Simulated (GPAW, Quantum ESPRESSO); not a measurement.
Te2Mo: band gap by level of theory

**What was measured.** The band gap of Te2Mo (P6_3/mmc) is reported as 0.88 eV at 300 K (arxiv:1407.1219). The runs below try to reproduce it.

```yaml
crystal:
  lattice:
    - [3.51820, 0.00000, 0.00000]
    - [-1.75910, 3.04685, 0.00000]
    - [0.00000, 0.00000, 13.97360]
  atoms:
    - { symbol: Te, position: [0.66667, 0.33333, 0.37900] }
    - { symbol: Te, position: [0.33333, 0.66667, 0.87900] }
    - { symbol: Te, position: [0.66667, 0.33333, 0.12100] }
    - { symbol: Te, position: [0.33333, 0.66667, 0.62100] }
    - { symbol: Mo, position: [0.66667, 0.33333, 0.75000] }
    - { symbol: Mo, position: [0.33333, 0.66667, 0.25000] }
```

```csv
rung,level,program and potentials,cutoff (eV),k mesh,core time,chip,band gap (eV),miss (eV),notes
GGA,PBE,"Quantum ESPRESSO, GBRV 1.5 PBE",612,9 × 9 × 2,4.5 min,Arm Neoverse V2,0.68,-0.20,8.67 valence electrons an atom on average; from the band path
LDA,LDA,"Quantum ESPRESSO, GBRV 1.5 LDA",612,9 × 9 × 2,4.6 min,Arm Neoverse V2,0.65,-0.23,8.67 valence electrons an atom on average; from the band path
GGA,PBE,"GPAW, PAW data sets generated for this functional",600,5 × 5 × 2,4.6 min,Arm Neoverse V2,0.70,-0.18,coarse mesh; 8.67 valence electrons an atom on average
LDA,LDA,"GPAW, the program's PAW data sets (release 1.2.1) made for this functional, other valence",600,5 × 5 × 2,4.8 min,AMD EPYC 9R14 Zen 4,0.65,-0.23,coarse mesh; 12.67 valence electrons an atom on average
GGA,HCTH,"Quantum ESPRESSO, PseudoDojo 0.4.1 SR PBE standard",1088,9 × 9 × 2,13 min,Arm Neoverse V2,0.78,-0.10,potentials made for PBE; 15.33 valence electrons an atom on average; from the band path
non-local van der Waals functional,vdW-DF3-opt1,"Quantum ESPRESSO, PseudoDojo 0.4.1 SR PBE standard",1088,9 × 9 × 2,18 min,Arm Neoverse V1,0.71,-0.17,potentials made for PBE; 15.33 valence electrons an atom on average; from the band path
```

Times are single runs on shared hosts and different chips, so they are rough; meshes, cutoffs and the tasks' sizes weigh on the time. Task: band structure. All rows: no spin polarisation. Gaps are the least found on the k mesh or the band path, and a mesh can miss the band edges. The cell comes from a database and isn't always the measured one. Meshes differ between rows, which moves values too. All levels ran on this one cell, unrelaxed unless noted. Meshes are those of the run's cell of 6 atoms unless a note names another. Misses use the values as printed. Runs on faulty files, with rough fits or with known faults for this quantity aren't shown. No row holds spin-orbit coupling.

By rung: LDA 0.65; GGA 0.68 to 0.78; non-local van der Waals functional 0.71; LDA on coarse meshes 0.65; GGA on coarse meshes 0.70 (eV). Measured: 0.88 eV at 300 K (arxiv:1407.1219). Closest, coarse meshes and atomic bases left aside, is HCTH (-0.10 eV). The runs are for a static lattice, while measurements hold temperature and zero-point motion; rows without SOC leave out spin-orbit coupling, which moves the band edges where heavy atoms are present.

Every functional here makes 2H-MoTe2 a semiconductor, but with too small a gap: the values run from 0.65 to 0.78 eV, against 0.88 eV measured. The gap exists because the trigonal prismatic field and Mo–Mo hybridisation split the Mo 4d states, with two d electrons per Mo(IV) filling the lowest band; Te 5p states mix into both edges. The shared shortfall is the usual one for Kohn–Sham gaps from local and semilocal functionals, which lack the derivative discontinuity that belongs to the fundamental gap.

The van der Waals functional, at 0.71 eV, stays within the GGA range. This is plausible at fixed geometry, since non-local correlation acts mainly on interlayer binding and spacing, and only weakly on the band energies. HCTH's smaller miss doesn't establish that it describes the quasiparticle gap better in general. The gap values alone also don't show whether the lowest transition is direct or indirect.
